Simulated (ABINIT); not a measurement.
# ZnO (zincite) (P6_3mc) in ABINIT: reference runs

How does ZnO (zincite) come out in PBE? The cell is run as given and disturbed.

Everything below comes from runs of ABINIT 10.8.3 (patched build). Logs are shortened: lines on timing, memory, paths and dates and some standing lists are left out, and cuts for length are marked. The log counts tension as positive stress, the text compression.

**What was measured.**

From “Electronic structure of alkaline earth and post-transition metal oxides”, 2009, arxiv:0908.1581, for a bulk crystal of ZnO: band gap 3.37 eV.

The runs below are set against these values where they give the same quantity.

## 1. Starting point

It takes space group P6_3mc (No. 186, hexagonal). Conventional cell: a = 3.249 Å, b = 3.249 Å, c = 5.206 Å, α = 90.00°, β = 90.00°, γ = 120.00°. Zn (site symmetry 3m) has 4 O at 1.97 to 1.98 Å as nearest neighbours. Around O (site symmetry 3m) lie 4 Zn at 1.97 to 1.98 Å.

## 2. Single point, PBE

run.abi

```
pp_dirpath "./"
pseudos "Zn.GGA_PBE-JTH.xml, O.GGA_PBE-JTH.xml"

structure "poscar:POSCAR"
natom 4

ecut 23.0
pawecutdg 45.0

kptopt 1
ngkpt 9 9 5
nshiftk 1
shiftk 0.0 0.0 0.0

ixc 11

nband 22
occopt 3
tsmear 0.05 eV

nstep 100
tolvrs 1.0e-9

iomode 3
prtwf 0
prtden 0
prteig 0
prtebands 0
```

POSCAR

```
ZnO
1.0
    3.2493080000      0.0000000000      0.0000000000
   -1.6246540000      2.8139832727      0.0000000000
    0.0000000000      0.0000000000      5.2057090000
Zn O
2 2
Direct
    0.6666666667      0.3333333333      0.0000000000  Zn
    0.3333333333      0.6666666667      0.5000000000  Zn
    0.3333333333      0.6666666667      0.8790100000  O
    0.6666666667      0.3333333333      0.3790100000  O
```

Potentials or basis: JTH PAW PBE v2.0.

Launch:

```sh
$ abinit run.abi > log 2>&1
```

run.abo:

```text
.Version 10.8.3 of ABINIT
 Symmetries : space group P6_3 m c (#186); Bravais hP (primitive hexag.)
================================================================================
 Values of the parameters that define the memory need of the present run
     intxc =       0    ionmov =       0      iscf =      17    lmnmax =      18
     lnmax =       6     mgfft =      45  mpssoang =       3    mqgrid =    3001
     natom =       4  nloc_mem =       2    nspden =       1   nspinor =       1
    nsppol =       1      nsym =      12    n1xccc =       1    ntypat =       2
    occopt =       3   xclevel =       2
       mpw =        1719          nfft =       40500          nkpt =          36
 PAW method is used; the additional fine FFT grid is defined by:
   mgfftf=        60    nfftf =     96000
================================================================================
================================================================================

--------------------------------------------------------------------------------
------------- Echo of variables that govern the present computation ------------
--------------------------------------------------------------------------------
 -outvars: echo values of preprocessed input variables --------
            acell      1.0000000000E+00  1.0000000000E+00  1.0000000000E+00 Bohr
              amu      6.53900000E+01  1.59994000E+01
             ecut      2.30000000E+01 Hartree
              ixc          11
         kptrlatt        9    0    0      0    9    0      0    0    5
          kptrlen      4.91868215E+01
            natom           4
            nband          22
            ngfft          30      30      45
          ngfftdg          40      40      60
             nkpt          36
            nstep         100
             nsym          12
           ntypat           2
           occopt           3
        pawecutdg      4.50000000E+01 Hartree
         pawxcdev           0
           prtden           0
        prtebands           0
           prteig           0
            prtwf           0
            rprim      6.1403022187E+00  0.0000000000E+00  0.0000000000E+00
                      -3.0701511094E+00  5.3176577083E+00  0.0000000000E+00
                       0.0000000000E+00  0.0000000000E+00  9.8373643012E+00
          spgroup         186
           tolvrs      1.00000000E-09
           tsmear      1.83746611E-03 Hartree
            typat      1  1  2  2
           useylm           1
           xangst      1.6246540000E+00  9.3799442423E-01  0.0000000000E+00
                       6.5619490340E-17  1.8759888485E+00  2.6028545000E+00
                       6.5619490340E-17  1.8759888485E+00  4.5758702681E+00
                       1.6246540000E+00  9.3799442423E-01  1.9730157681E+00
            xcart      3.0701511094E+00  1.7725525694E+00  0.0000000000E+00
                       1.2400286527E-16  3.5451051389E+00  4.9186821506E+00
[... 174 lines left out ...]
    3      0.00000000000000     0.00000000000000     0.07150914985276
    4     -0.00000000000000    -0.00000000000000     0.07150914985276
 frms,max,avg= 4.1285827E-02 7.1509150E-02   0.000E+00  0.000E+00  1.515E-03 e/A
 length scales=  1.000000000000  1.000000000000  1.000000000000 bohr
              =  0.529177210544  0.529177210544  0.529177210544 angstroms
 Fermi (or HOMO) energy (hartree) =   0.24059   Average Vxc (hartree)=  -0.37619
 Eigenvalues (hartree) for nkpt=  36  k points:
 kpt#   1, nband= 22, wtk=  0.00247, kpt=  0.0000  0.0000  0.0000 (reduced coord)
  -0.44004   -0.41320    0.01499    0.01499    0.01642    0.01819    0.02223    0.02223
   0.05789    0.05789    0.06579    0.06579    0.07571    0.19471    0.19471    0.22187
   0.22452    0.22452    0.25370    0.41601    0.52830    0.69662
      occupation numbers for kpt#   1
   2.00000    2.00000    2.00000    2.00000    2.00000    2.00000    2.00000    2.00000
   2.00000    2.00000    2.00000    2.00000    2.00000    2.00000    2.00000    1.99992
   1.99968    1.99968    0.00159    0.00000    0.00000    0.00000
 prteigrs : prtvol=0 or 1, do not print more k-points.

--- !EnergyTerms
iteration_state     : {dtset: 1, }
comment             : Components of total free energy in Hartree
kinetic             :  2.84319098756912E+01
hartree             :  4.04952365224675E+01
xc                  : -9.37416285790287E+00
Ewald energy        : -1.08873348688966E+02
psp_core            :  2.87758457180734E+00
local_psp           : -1.49348914896799E+02
PAW spherical_terms :  3.48142799421071E+01
internal            : -1.60977415531596E+02
'-kT*entropy'       : -1.38292103714234E-07
total_energy        : -1.60977415669888E+02
total_energy_eV     : -4.38041863467315E+03
...

--- !EnergyTermsDC
iteration_state     : {dtset: 1, }
comment             : '"Double-counting" decomposition of free energy'
band_energy         :  9.31941481017573E-01
Ewald energy        : -1.08873348688966E+02
psp_core            :  2.87758457180734E+00
xc_dc               : -3.79738818079681E+01
PAW spherical_terms : -1.79397092349776E+01
internal            : -1.60977413679087E+02
'-kT*entropy'       : -1.38292103714234E-07
total_energy_dc     : -1.60977413817379E+02
total_energy_dc_eV  : -4.38041858426382E+03
...

--- !EnergyTermsWithPAWCore
iteration_state     : {dtset: 1, }
comment             : 'Components of total free energy, including PAW core contributions'
Total energy        : -3.74269731437690E+03
Total energy DC     : -3.74269731252439E+03
Total energy (eV)   : -1.01843982223306E+05
Total energy DC (eV): -1.01843982172896E+05
...

 Cartesian components of stress tensor (hartree/bohr^3)
  sigma(1 1)= -1.28486890E-04  sigma(3 2)=  0.00000000E+00
  sigma(2 2)= -1.28486890E-04  sigma(3 1)=  0.00000000E+00
  sigma(3 3)= -1.86897849E-04  sigma(2 1)=  0.00000000E+00

-Cartesian components of stress tensor (GPa)         [Pressure=  4.3531E+00 GPa]
- sigma(1 1)= -3.78021482E+00  sigma(3 2)=  0.00000000E+00
- sigma(2 2)= -3.78021481E+00  sigma(3 1)=  0.00000000E+00
- sigma(3 3)= -5.49872455E+00  sigma(2 1)=  0.00000000E+00

== END DATASET(S) ==============================================================
================================================================================

 -outvars: echo values of variables after computation  --------
            acell      1.0000000000E+00  1.0000000000E+00  1.0000000000E+00 Bohr
           etotal     -1.6097741382E+02
            fcart     -0.0000000000E+00 -0.0000000000E+00 -1.3906315579E-03
                      -0.0000000000E+00 -0.0000000000E+00 -1.3906315579E-03
                       1.7540799311E-28  1.0127185204E-28  1.3906315579E-03
                      -1.7540799311E-28 -1.0127185204E-28  1.3906315579E-03
            rprim      6.1403022187E+00  0.0000000000E+00  0.0000000000E+00
                      -3.0701511094E+00  5.3176577083E+00  0.0000000000E+00
                       0.0000000000E+00  0.0000000000E+00  9.8373643012E+00
           strten     -1.2848689010E-04 -1.2848688998E-04 -1.8689784864E-04
                       0.0000000000E+00  0.0000000000E+00  0.0000000000E+00
           xangst      1.6246540000E+00  9.3799442423E-01  0.0000000000E+00
                       6.5619490340E-17  1.8759888485E+00  2.6028545000E+00
                       6.5619490340E-17  1.8759888485E+00  4.5758702681E+00
                       1.6246540000E+00  9.3799442423E-01  1.9730157681E+00
             xred      6.6666666667E-01  3.3333333333E-01  0.0000000000E+00
                       3.3333333333E-01  6.6666666667E-01  5.0000000000E-01
                       3.3333333333E-01  6.6666666667E-01  8.7901000000E-01
                       6.6666666667E-01  3.3333333333E-01  3.7901000000E-01
 Calculation completed.
```

It took 3.5 min on 1 thread of AMD EPYC 7R13 (Zen 3), shared host; peak memory 0.15 GiB.

What came out:

```yaml
Free_energy: -4380.4186 eV
Pressure: 4.4 GPa
Largest_force: 0.072 eV/Å
Band_gap_on_the_k_mesh: 0.79 eV, direct
Valence_electrons_inside_the_program's_atomic_spheres: Zn 10.89; O 4.54
```

Forces on the atoms (eV/Å):
```
Zn   0.000  0.000 -0.072
Zn   0.000  0.000 -0.072
O    0.000  0.000  0.072
O    0.000  0.000  0.072
```

Stress tensor (GPa, compression positive):
```
3.78 0.00 0.00
0.00 3.78 0.00
0.00 0.00 5.50
```

Levels at points of the mesh, in eV from the valence-band top:
| k point | band 15 | band 16 | band 17 | band 18 | band 19 | band 20 | band 21 | band 22 |
| --- | --- | --- | --- | --- | --- | --- | --- | --- |
| (0.00, 0.00, 0.00) | -0.81 | -0.07 | 0.00 | 0.00 | 0.79 | 5.21 | 8.27 | 12.85 |

## 3. Single point, PBE (atoms moved at random, drawn with an rms of 0.05 Å)

run.abi

```
# Pseudopotentials
pp_dirpath "./"
pseudos "Zn.GGA_PBE-JTH.xml, O.GGA_PBE-JTH.xml"

# Structure
acell 3*1.0
rprim
     6.1403022146     0.0000000000     0.0000000000
    -3.0701511073     5.3176577047     0.0000000000
     0.0000000000     0.0000000000     9.8373642945
ntypat 2
znucl 30 8
natom 4
typat 1 1 2 2
xred
     0.6695610000     0.3413150000    -0.0076450000
     0.3193350000     0.6515870000     0.5141600000
     0.3316920000     0.6765420000     0.8878760000
     0.6806100000     0.3351250000     0.3848630000
chkprim 0
chksymtnons 0
tolsym 1.0e-6

# Plane-wave basis
ecut 23.0
pawecutdg 45.0

# k points
kptopt 1
ngkpt 9 9 5
nshiftk 1
shiftk 0.0 0.0 0.0

# Exchange and correlation
ixc 11

# Bands and occupations
nband 22
occopt 3
tsmear 0.05 eV

# SCF cycle
nstep 100
tolvrs 1.0e-9

# Output
iomode 3
prtwf 0
prteig 0
prtebands 0
enunit 2
prtden 1
prtvha 1
prtvclmb 1
prtpot 1
```

Potentials or basis: JTH PAW PBE v2.0.

Launch:

```sh
$ abinit run.abi > log 2>&1
```

It took 12 min on 1 thread of AMD EPYC 7R13 (Zen 3), shared host; peak memory 0.33 GiB.

The run converged. Its results:

| Quantity | Value |
| --- | --- |
| Free energy | -4380.3435 eV |
| Pressure | 4.9 GPa |
| Largest force | 1.008 eV/Å |
| Band gap on the k mesh | 0.76 eV, direct |

Forces in eV/Å, atoms in the order of the input:
```
Zn  -0.148  0.016  0.873
Zn   0.512  0.348 -0.796
O    0.208 -0.046  0.051
O   -0.571 -0.318 -0.128
```

Stress tensor (GPa, compression positive):
```
5.80 2.25 0.83
2.25 4.14 0.89
0.83 0.89 4.69
```

Levels at points of the mesh, in eV from the valence-band top:
| k point | band 16 | band 17 | band 18 | band 19 | band 20 | band 21 |
| --- | --- | --- | --- | --- | --- | --- |
| (0.00, 0.00, 0.00) | -0.13 | -0.02 | 0.00 | 0.76 | 5.17 | 8.21 |

Caveat: the atomic spheres overlap.

(Continued in part 2 of 2.)
